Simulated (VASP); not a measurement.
# InAs (F-43m) in VASP: a series of runs, part 2 of 2

VASP 6.6.1.

### 3 Relaxation of cell and atoms, PBEsol

This run uses another cell than the first one, of 28.25 Å³/atom, 1.028 times its volume.

Input file INCAR:

```
PREC = Accurate ; ENCUT = 600
EDIFF = 1E-7 ; ISMEAR = 0
SIGMA = 0.03 ; LREAL = F
LASPH = T ; NELM = 80
ALGO = Normal ; ISIF = 3
LWAVE = F ; LCHARG = F
GGA = PS ; IBRION = 2
NSW = 90 ; EDIFFG = -0.005
KPAR = 8
```

Input file KPOINTS:

```
Automatic mesh
0
Gamma
  10 10 10
```

Input file POSCAR:

```
InAs                                    
1.0
    0.0000000000      3.0454540626      3.0454540626
    3.0454540626      0.0000000000      3.0454540626
    3.0454540626      3.0454540626     -0.0000000000
  In              As            
     1     1
Direct
     0.0000000000000000    0.0000000000000000    0.0000000000000000
     0.2500000000000000    0.2500000000000000    0.2500000000000000
```

Potentials or basis: VASP PAW PBE potentials, release 64 (In_d, As).

Launch:

```bash
$ cat potpaw_PBE.64/In_d/POTCAR potpaw_PBE.64/As/POTCAR > POTCAR
$ mpirun -np 8 vasp_std > vasp.out
```

It took 6.8 s on 8 MPI ranks of AMD EPYC 9R45 (Zen 5), shared host; peak memory 0.22 GiB.

Results (log left out):

| Quantity | Value |
| --- | --- |
| Free energy | -8.4902 eV |
| Pressure after relaxing | 0.0 GPa |
| Band gap on the k mesh | none (metal or under the smearing width) |

Final structure:
```
CELL_PARAMETERS angstrom
0.00000 3.04545 3.04545
3.04545 0.00000 3.04545
3.04545 3.04545 0.00000
ATOMIC_POSITIONS crystal
In 0.00000 0.00000 0.00000
As 0.25000 0.25000 0.25000
```

Levels at points of the mesh, in eV from the Fermi level:
```tsv
k point	band 6	band 7	band 8	band 9	band 10	band 11	band 12	band 13
(0.00, 0.00, 0.00)	-11.76	-0.40	-0.01	-0.01	-0.01	3.84	3.84	3.84
(0.50, 0.00, 0.00)	-10.34	-5.71	-0.97	-0.97	0.82	4.60	4.60	6.68
(0.50, 0.50, 0.00)	-9.82	-5.80	-2.28	-2.28	1.47	1.97	8.93	9.06
```

Caveat: the relaxation stopped at its first step, so nothing moved; the PAW data sets were made with another functional, which shifts forces and pressure a little; this crystal is a semiconductor, whose small gap the functional closes, so the metal is an error of the method.

### 4 Relaxation of cell and atoms, r2SCAN

Input file INCAR:

```
  ALGO = Normal
  EDIFF = 1E-6
  EDIFFG = -0.01
  ENCUT = 600
  IBRION = 2
  ISIF = 3
  ISMEAR = 0
  LASPH = T
  LCHARG = F
  LMIXTAU = T
  LREAL = F
  LWAVE = F
  METAGGA = R2SCAN
  NELM = 80
  NSW = 90
  PREC = Accurate
  SIGMA = 0.03
```

Input file KPOINTS:

```
k-points
0
Gamma
  10 10 10
```

Input file POSCAR:

```
InAs
1.0
    0.0000000000      3.0180000000      3.0180000000
    3.0180000000      0.0000000000      3.0180000000
    3.0180000000      3.0180000000      0.0000000000
In As
1 1
Direct
    0.0000000000      0.0000000000      0.0000000000
    0.2500000000      0.2500000000      0.2500000000
```

Launch:

```bash
$ cat potpaw_PBE.64/In_d/POTCAR potpaw_PBE.64/As/POTCAR > POTCAR
$ mpirun -np 1 vasp_std > vasp.out
```

Wall time 6.1 min (1 thread of Intel Xeon Platinum 8375C at 2.90GHz (Ice Lake), shared host); peak memory 0.26 GiB.

It converged, with:

| Property | Result |
| --- | --- |
| Free energy | -38.0621 eV |
| Relaxed volume | 28.52 Å³/atom |
| Relaxed cell | a = 4.321 Å, b = 4.321 Å, c = 4.321 Å, α = 60.00°, β = 60.00°, γ = 60.00° |
| Space group after relaxing (to 0.05 Å) | F-43m (No. 216) |
| Energy gained by relaxing | 6.9 meV/atom |
| Ionic steps | 3 |
| Pressure after relaxing | 0.0 GPa |
| Band gap on the k mesh | 0.08 eV, direct |

Step by step:
```
step  energy change (eV)  largest force (eV/Å)  pressure (GPa)  volume (Å³)
   1              0.0000                0.0000            2.29        54.98
   2             -0.0100                0.0000           -1.84        58.16
   3             -0.0139                0.0000           -0.03        57.03
```

Final structure:
```
In As
1.0
     0.00000    3.05513    3.05513
     3.05513    0.00000    3.05513
     3.05513    3.05513    0.00000
In As
1 1
Direct
  0.00000 0.00000 0.00000
  0.25000 0.25000 0.25000
```

Levels at points of the mesh, in eV from the valence-band top:
```csv
k point,band 6,band 7,band 8,band 9,band 10,band 11,band 12,band 13
"(0.00, 0.00, 0.00)",-12.10,0.00,0.00,0.00,0.08,4.26,4.26,4.26
"(0.50, 0.00, 0.00)",-10.65,-5.72,-0.97,-0.97,1.25,5.03,5.03,7.24
"(0.50, 0.50, 0.00)",-10.12,-5.80,-2.29,-2.29,1.87,2.34,9.62,9.72
```

Caveat: the PAW data sets were made with another functional, which shifts forces and pressure a little; spin-orbit coupling is left out, which moves the levels of the heavy elements. Zero-point motion and thermal expansion aren't in these numbers.

### 5 Relaxation of cell and atoms, r2SCAN

This run uses another cell than the first one, of 28.52 Å³/atom, 1.037 times its volume.

INCAR, as its differences from that of step 4:

```diff
@@ -1,4 +1,4 @@
   ALGO = Normal
-  EDIFF = 1E-6
-  EDIFFG = -0.01
+  EDIFF = 1E-7
+  EDIFFG = -0.005
   ENCUT = 600
```

KPOINTS is that of step 4.

Input file POSCAR:

```
InAs                                    
1.0
    0.0000000000      3.0551307112      3.0551307112
    3.0551307112      0.0000000000      3.0551307112
    3.0551307112      3.0551307112      0.0000000000
  In              As            
     1     1
Direct
     0.0000000000000000    0.0000000000000000    0.0000000000000000
     0.2500000000000000    0.2500000000000000    0.2500000000000000
```

Potentials or basis: VASP PAW PBE potentials, release 64 (In_d, As).

Launch:

```bash
$ cat potpaw_PBE.64/In_d/POTCAR potpaw_PBE.64/As/POTCAR > POTCAR
$ mpirun -np 1 vasp_std > vasp.out
```

OUTCAR:

```text
EDIFF = 1E-7
   EDIFFG = -0.005
   ENCUT = 600
   IBRION = 2
   ISIF = 3
   ISMEAR = 0
   LASPH = T
   LREAL = F
   METAGGA = R2SCAN
   NELM = 80
   NSW = 90
   PREC = Accurate

 ion  position               nearest neighbor table
   1  0.000  0.000  0.000-   2 2.65   2 2.65   2 2.65   2 2.65
   2  0.250  0.250  0.250-   1 2.65   1 2.65   1 2.65   1 2.65

  LATTYP: Found a face centered cubic cell.
 ALAT       =     6.1102614224

  Lattice vectors:

 A1 = (   0.0000000000,   3.0551307112,   3.0551307112)
[... 573 lines left out ...]

  FORCE on cell =-STRESS in cart. coord.  units (eV):
  Direction    XX          YY          ZZ          XY          YZ          ZX
  --------------------------------------------------------------------------------------
  -------------------------------------------------------------------------------------
  Total       -0.0041654     -0.0041654     -0.0041654      0.0000000      0.0000000      0.0000000
  in kB       -0.1170159     -0.1170159     -0.1170159      0.0000000      0.0000000      0.0000000
  external PRESSURE =      -0.1170159 kB  Pullay stress =       0.0000000 kB

 VOLUME and BASIS-vectors are now :
 -----------------------------------------------------------------------------
  energy-cutoff  :      600.00
  volume of cell :       57.03
      direct lattice vectors                 reciprocal lattice vectors
     0.000000000  3.055130711  3.055130711    -0.163659119  0.163659119  0.163659119
     3.055130711  0.000000000  3.055130711     0.163659119 -0.163659119  0.163659119
     3.055130711  3.055130711  0.000000000     0.163659119  0.163659119 -0.163659119

 POSITION                                       TOTAL-FORCE (eV/Angst)
 -----------------------------------------------------------------------------------
      0.00000      0.00000      0.00000         0.000000      0.000000      0.000000
      1.52757      1.52757      1.52757        -0.000000     -0.000000     -0.000000
 -----------------------------------------------------------------------------------
    total drift:                               -0.000002     -0.000002     -0.000002

  FREE ENERGIE OF THE ION-ELECTRON SYSTEM (eV)
  ---------------------------------------------------
  free  energy   TOTEN  =       -38.0624638823 eV

  energy  without entropy=      -38.0624529208  energy(sigma->0) =      -38.06245840

 reached required accuracy - stopping structural energy minimisation
```

Wall time 2.5 min (1 thread of Intel Xeon Platinum 8375C at 2.90GHz (Ice Lake), shared host); peak memory 0.24 GiB.

Results:

| Item | Value |
| --- | --- |
| Free energy | -38.0625 eV |
| Pressure after relaxing | 0.0 GPa |
| Band gap on the k mesh | 0.08 eV, direct |

Final structure:
```yaml
crystal:
  lattice:
    - [0.00000, 3.05513, 3.05513]
    - [3.05513, 0.00000, 3.05513]
    - [3.05513, 3.05513, 0.00000]
  atoms:
    - { symbol: In, position: [0.00000, 0.00000, 0.00000] }
    - { symbol: As, position: [0.25000, 0.25000, 0.25000] }
```

Levels at points of the mesh, in eV from the valence-band top:
| k point | band 5 | band 6 | band 7 | band 8 | band 9 | band 10 | band 11 | band 12 | band 13 |
| --- | --- | --- | --- | --- | --- | --- | --- | --- | --- |
| (0.00, 0.00, 0.00) | -14.66 | -12.10 | 0.00 | 0.00 | 0.00 | 0.08 | 4.26 | 4.26 | 4.26 |
| (0.50, 0.00, 0.00) | -14.65 | -10.65 | -5.72 | -0.97 | -0.97 | 1.25 | 5.03 | 5.03 | 7.24 |
| (0.50, 0.50, 0.00) | -14.64 | -10.12 | -5.80 | -2.29 | -2.29 | 1.87 | 2.34 | 9.62 | 9.72 |

Caveat: the relaxation stopped at its first step, so nothing moved; the PAW data sets were made with another functional, which shifts forces and pressure a little; spin-orbit coupling is left out, which moves the levels of the heavy elements. r2SCAN opens gaps a little over a GGA but as a rule still falls short of measured ones.
